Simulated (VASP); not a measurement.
# PbSe (Pm-3m) in VASP: a series of runs

The runs below take PbSe through relaxation of cell and atoms, single point, with r2SCANh, PBE.

All numbers are computed with VASP 6.6.1; they aren't measurements. Logs are shortened: lines on timing, memory, paths and dates and some standing lists are left out, and cuts for length are marked.

## (1) The crystal as given

It takes space group Pm-3m (No. 221, cubic). Conventional cell: a = 3.784 Å, b = 3.784 Å, c = 3.784 Å, α = 90.00°, β = 90.00°, γ = 90.00°. Pb (site symmetry m-3m) has 8 Se at 3.28 Å as nearest neighbours. Se (site symmetry m-3m) has 8 Pb at 3.28 Å as nearest neighbours.

Measurements of this composition are mostly on another form, of space group No. 225.

## (2) Relaxation of cell and atoms, r2SCANh

POSCAR reads:

```
PbSe
1.0
    3.7843220000      0.0000000000      0.0000000000
    0.0000000000      3.7843220000      0.0000000000
    0.0000000000      0.0000000000      3.7843220000
Pb Se
1 1
Direct
    0.0000000000      0.0000000000      0.0000000000
    0.5000000000      0.5000000000      0.5000000000
```

INCAR.step1 reads:

```
SYSTEM = PbSe
PREC = Accurate
ENCUT = 600
EDIFF = 1E-5
ISMEAR = 0
SIGMA = 0.05
LREAL = .False.
LASPH = .True.
NELM = 100
ALGO = Normal
LWAVE = .True.
LCHARG = .False.
GGA = PE
```

INCAR.step2 reads:

```
SYSTEM = PbSe
PREC = Accurate
ENCUT = 600
EDIFF = 1E-6
ISMEAR = 0
SIGMA = 0.05
LREAL = .False.
LASPH = .True.
NELM = 100
ALGO = Normal
ISIF = 3
LWAVE = .False.
LCHARG = .False.
METAGGA = R2SCAN
LHFCALC = .True.
AEXX = 0.1
LMIXTAU = .True.
PRECFOCK = Fast
IBRION = 2
NSW = 40
EDIFFG = -0.01
ISTART = 1
```

KPOINTS reads:

```
Automatic mesh
0
Gamma
  4 4 4
  0 0 0
```

Potentials or basis: VASP PAW PBE potentials, release 64 (Pb_d, Se).

Launch:

```sh
> cat potpaw_PBE.64/Pb_d/POTCAR potpaw_PBE.64/Se/POTCAR > POTCAR
> cp INCAR.step1 INCAR
> mpirun -np 1 vasp_std > vasp.out
> cp INCAR.step2 INCAR
> mpirun -np 1 vasp_std > vasp.out
```

OUTCAR:

```text
SYSTEM = PbSe
   PREC = Accurate
   ENCUT = 600
   EDIFF = 1E-6
   ISMEAR = 0
   LREAL = .False.
   LASPH = .True.
   NELM = 100
   ISIF = 3
   METAGGA = R2SCAN
   LHFCALC = .True.
   AEXX = 0.1
   PRECFOCK = Fast
   IBRION = 2
   NSW = 40
   EDIFFG = -0.01
   ISTART = 1

 ion  position               nearest neighbor table
   1  0.000  0.000  0.000-   2 3.28   2 3.28   2 3.28   2 3.28   2 3.28   2 3.28   2 3.28   2 3.28

   2  0.500  0.500  0.500-   1 3.28   1 3.28   1 3.28   1 3.28   1 3.28   1 3.28   1 3.28   1 3.28

  LATTYP: Found a simple cubic cell.
 ALAT       =     3.7843220000

  Lattice vectors:

 A1 = (   3.7843220000,   0.0000000000,   0.0000000000)
 A2 = (   0.0000000000,   3.7843220000,   0.0000000000)
 A3 = (   0.0000000000,   0.0000000000,   3.7843220000)

Analysis of symmetry for initial positions (statically):
=====================================================================
 Subroutine PRICEL returns:
 Original cell was already a primitive cell.

 Routine SETGRP: Setting up the symmetry group for a
 simple cubic supercell.

 Subroutine GETGRP returns: Found 48 space group operations
 (whereof 48 operations were pure point group operations)
 out of a pool of 48 trial point group operations.

The static configuration has the point symmetry O_h .

Analysis of symmetry for dynamics (positions and initial velocities):
=====================================================================
 Subroutine PRICEL returns:
 Original cell was already a primitive cell.

 Routine SETGRP: Setting up the symmetry group for a
 simple cubic supercell.

 Subroutine GETGRP returns: Found 48 space group operations
 (whereof 48 operations were pure point group operations)
 out of a pool of 48 trial point group operations.

The dynamic configuration has the point symmetry O_h .

 Subroutine INISYM returns: Found 48 space group operations
 (whereof 48 operations are pure point group operations),
 and found     1 'primitive' translations

----------------------------------------------------------------------------------------

                                     Primitive cell

  volume of cell :      54.1956

  direct lattice vectors                    reciprocal lattice vectors
     3.784322000  0.000000000  0.000000000     0.264248127  0.000000000  0.000000000
     0.000000000  3.784322000  0.000000000     0.000000000  0.264248127  0.000000000
     0.000000000  0.000000000  3.784322000     0.000000000  0.000000000  0.264248127

  length of vectors
     3.784322000  3.784322000  3.784322000     0.264248127  0.264248127  0.264248127

  position of ions in fractional coordinates (direct lattice)
     0.000000000  0.000000000  0.000000000
     0.500000000  0.500000000  0.500000000

  ion indices of the primitive-cell ions
   primitive index   ion index
                 1           1
                 2           2

----------------------------------------------------------------------------------------

 KPOINTS: Automatic mesh

Automatic generation of k-mesh.
 Grid dimensions read from file:
 generate k-points for:    4    4    4

 Generating k-lattice:

  Cartesian coordinates                     Fractional coordinates (reciprocal lattice)
     0.066062032  0.000000000  0.000000000     0.250000000  0.000000000  0.000000000
     0.000000000  0.066062032  0.000000000     0.000000000  0.250000000  0.000000000
     0.000000000  0.000000000  0.066062032     0.000000000  0.000000000  0.250000000

  Length of vectors
     0.066062032  0.066062032  0.066062032

  Shift w.r.t. Gamma in fractional coordinates (k-lattice)
     0.000000000  0.000000000  0.000000000

 Subroutine IBZKPT returns following result:
 ===========================================

 Found     10 irreducible k-points:

 Following reciprocal coordinates:
            Coordinates               Weight
  0.000000  0.000000  0.000000      1.000000
  0.250000  0.000000  0.000000      6.000000
  0.500000  0.000000  0.000000      3.000000
  0.250000  0.250000  0.000000     12.000000
  0.500000  0.250000  0.000000     12.000000
  0.500000  0.500000  0.000000      3.000000
  0.250000  0.250000  0.250000      8.000000
  0.500000  0.250000  0.250000     12.000000
  0.500000  0.500000  0.250000      6.000000
  0.500000  0.500000  0.500000      1.000000
   k-points           NKPTS =     10   k-points in BZ     NKDIM =     64   number of bands    NBANDS=     14
   number of dos      NEDOS =    301   number of ions     NIONS =      2
   total plane-waves  NPLWV =  27000
   dimension x,y,z NGX =    30 NGY =   30 NGZ =   30
   dimension x,y,z NGXF=    60 NGYF=   60 NGZF=   60
   ions per type =               1   1
   NGX,Y,Z   is equivalent  to a cutoff of  13.18, 13.18, 13.18 a.u.
   NGXF,Y,Z  is equivalent  to a cutoff of  26.36, 26.36, 26.36 a.u.
 SYSTEM =  PbSe
   PREC   = accura    normal or accurate (medium, high low for compatibility)
   ISTART =      1    job   : 0-new  1-cont  2-samecut
   ICHARG =      0    charge: 1-file 2-atom 10-const
   ISPIN  =      1    spin polarized calculation?
   LNONCOLLINEAR =      F non collinear calculations
   LSORBIT =      F    spin-orbit coupling
   LASPH  =      T    aspherical Exc in radial PAW
   ENCUT  =  600.0 eV  44.10 Ry    6.64 a.u.   7.56  7.56  7.56*2*pi/ulx,y,z
   NELM   =    100;   NELMIN=  2; NELMDL=  0     # of ELM steps
   EDIFF  = 0.1E-05   stopping-criterion for ELM
   LREAL  =      F    real-space projection
   EDIFFG = -.1E-01   stopping-criterion for IOM
   NSW    =     40    number of steps for IOM
   IBRION =      2    ionic relax: 0-MD 1-quasi-New 2-CG
   NFREE  =      1    steps in history (QN), initial steepest desc. (CG)
   ISIF   =      3    stress and relaxation
   ISYM   =      3    0-nonsym 1-usesym 2-fastsym
   POTIM  = 0.5000    time-step for ionic-motion
   TEBEG  =    0.0;   TEEND  =   0.0 temperature during run
   PSTRESS=    0.0 pullay stress
   NELECT =      20.0000    total number of electrons
   NUPDOWN=      -1.0000    fix difference up-down
   EMIN   =  10.00;   EMAX   =-10.00  energy-range for DOS
   EFERMI =   0.00;   METHOD = LEGACY
   ISMEAR =     0;   SIGMA  =   0.05  broadening in eV -4-tet -1-fermi 0-gaus
   EFERMI_NEDOS =   21; number of points for ismear=-14 and -15
   IALGO  =     38    algorithm
   IMIX   =      1    mixing-type and parameters
     AMIX     =   0.40;   BMIX     =  1.00
     AMIX_MAG =   1.60;   BMIX_MAG =  1.00
  volume/ion in A,a.u.               =      27.10       182.87
  Fermi-wavevector in a.u.,A,eV,Ry     =   1.174258  2.219025 18.760817  1.378881
  Thomas-Fermi vector in A             =   2.310658
   LORBIT       =      0    0 simple, 1 ext, 2 COOP (PROOUT), +10 PAW based schemes
   METAGGA = R2SCAN    functional components
   LHFCALC =     T    Hartree Fock is set to
   PRECFOCK=fast      Normal, Fast or Accurate (Low or Medium for compatibility)
   ENCUT4O =  -1.0   cutoff for four orbital integrals eV
   NKREDX  =     1    reduce k-point grid by
   NKREDY  =     1    reduce k-point grid by
   NKREDZ  =     1    reduce k-point grid by
   AEXX    =    0.1000 exact exchange contribution
   HFSCREEN=    0.0000 screening length (either q_TF or 0.3 A-1)
   HFSCREENC=   0.0000 screening length for correlation (either q_TF or 0.3 A-1)
   ENCUTFOCK=  -1.0 apply spherical cutoff to Coloumb kernel
   IVDW    =     0    specifies the selected vdW correction
   LEPSILON=     F    determine dielectric tensor
   LRPA    =     F    only Hartree local field effects (RPA)
 conjugate gradient relaxation of ions
 non-spin polarized calculation
 Gauss-broadening in eV      SIGMA  =   0.05
  energy-cutoff  :      600.00
  volume of cell :       54.20
 maximum number of plane-waves:      1856
  NGX = 18; NGY = 18; NGZ = 18

--------------------------------------- Ionic step        1  -------------------------------------------

 number of electron      20.0000001 magnetization

 Free energy of the ion-electron system (eV)
  ---------------------------------------------------
  ext. energy  EPLUGINS =         0.00000000
  ---------------------------------------------------
  free energy    TOTEN  =       -66.14898080 eV

  energy without entropy =      -66.14898080  energy(sigma->0) =      -66.14898080

------------------------ aborting loop because EDIFF is reached ----------------------------------------

  FORCE on cell =-STRESS in cart. coord.  units (eV):
  Direction    XX          YY          ZZ          XY          YZ          ZX
  --------------------------------------------------------------------------------------
  -------------------------------------------------------------------------------------
  Total       -0.2897534     -0.2897534     -0.2897534      0.0000000     -0.0000000      0.0000000
  in kB       -8.5659378     -8.5659378     -8.5659378      0.0000000     -0.0000000      0.0000000
  external PRESSURE =      -8.5659378 kB  Pullay stress =       0.0000000 kB
[... 93 lines left out ...]
  energy  without entropy=      -66.1513252062  energy(sigma->0) =      -66.15132521

--------------------------------------- Ionic step        4  -------------------------------------------

 number of electron      20.0000002 magnetization

 Free energy of the ion-electron system (eV)
  ---------------------------------------------------
  ext. energy  EPLUGINS =         0.00000000
  ---------------------------------------------------
  free energy    TOTEN  =       -66.15130463 eV

  energy without entropy =      -66.15130463  energy(sigma->0) =      -66.15130463

 E-fermi :   5.0641     XC(G=0):  -9.6008

 val. band max:        4.8664005477   @ k =   0.5000   0.2500   0.0000
 cond. band min:       5.2529487111   @ k =   0.5000   0.5000   0.0000
 fundamental gap:      0.3865481634
 Fermi energy:         5.0640623841

 k-point     1 :       0.0000    0.0000    0.0000
  band No.  band energies     occupation
      1     -13.1961      2.00000
      2     -13.1961      2.00000
      3     -13.0387      2.00000
      4     -13.0387      2.00000
      5     -13.0387      2.00000
      6      -9.1977      2.00000
      7      -2.2500      2.00000
      8       3.3869      2.00000
      9       3.3869      2.00000
     10       3.3869      2.00000
     11      11.2059      0.00000
     12      11.2059      0.00000
     13      12.2133      0.00000
     14      12.2133      0.00000
[... 180 lines left out ...]
  FREE ENERGIE OF THE ION-ELECTRON SYSTEM (eV)
  ---------------------------------------------------
  free  energy   TOTEN  =       -66.1513046287 eV

  energy  without entropy=      -66.1513046270  energy(sigma->0) =      -66.15130463

 reached required accuracy - stopping structural energy minimisation
```

Run time: 9.1 min. Hardware: 1 thread of Intel Xeon 6975P-C (Granite Rapids), shared host; peak memory 0.19 GiB.

Results:

```
Free energy                            : -66.1513 eV
Relaxed volume                         : 26.72 Å³/atom
Relaxed cell                           : a = 3.766 Å, b = 3.766 Å, c = 3.766 Å, α = 90.00°, β = 90.00°, γ = 90.00°
Space group after relaxing (to 0.05 Å) : Pm-3m (No. 221)
Energy gained by relaxing              : 1.2 meV/atom
Ionic steps                            : 4
Pressure after relaxing                : 0.0 GPa
Band gap on the k mesh                 : none (metal or under the smearing width)
```

The path:
```csv
step,energy change (eV),largest force (eV/Å),pressure (GPa),volume (Å³)
1,0.0000,0.0000,-0.86,54.20
2,-0.0021,0.0000,0.29,53.07
3,-0.0023,0.0000,0.10,53.34
4,-0.0023,0.0000,-0.03,53.43
```

Final structure:
```cif
data_structure
_symmetry_space_group_name_H-M 'P 1'
_symmetry_Int_Tables_number 1
_cell_length_a 3.7664
_cell_length_b 3.7664
_cell_length_c 3.7664
_cell_angle_alpha 90.000
_cell_angle_beta 90.000
_cell_angle_gamma 90.000
_cell_volume 53.43
loop_
_atom_site_label
_atom_site_type_symbol
_atom_site_fract_x
_atom_site_fract_y
_atom_site_fract_z
_atom_site_occupancy
Pb1 Pb 0.00000 0.00000 0.00000 1
Se1 Se 0.50000 0.50000 0.50000 1
```

Levels at points of the mesh, in eV from the Fermi level:
| k point | band 8 | band 9 | band 10 | band 11 | band 12 | band 13 |
| --- | --- | --- | --- | --- | --- | --- |
| (0.00, 0.00, 0.00) | -1.68 | -1.68 | -1.68 | 6.14 | 6.14 | 7.15 |
| (0.50, 0.00, 0.00) | -0.35 | -0.35 | -0.21 | 0.88 | 4.19 | 4.19 |
| (0.50, 0.50, 0.00) | -4.70 | -4.70 | 0.19 | 5.08 | 5.08 | 5.93 |
| (0.50, 0.50, 0.50) | -2.56 | -2.56 | -2.56 | -0.29 | -0.29 | -0.29 |

Caveat: the k mesh is coarse (spacing up to 0.42 Å⁻¹), so the values aren't converged, least of all with exact exchange; the PAW data sets were made with another functional, which shifts forces and pressure a little. Spin-orbit coupling is left out, which matters for the levels of Pb.

(Continued in part 2 of 2.)
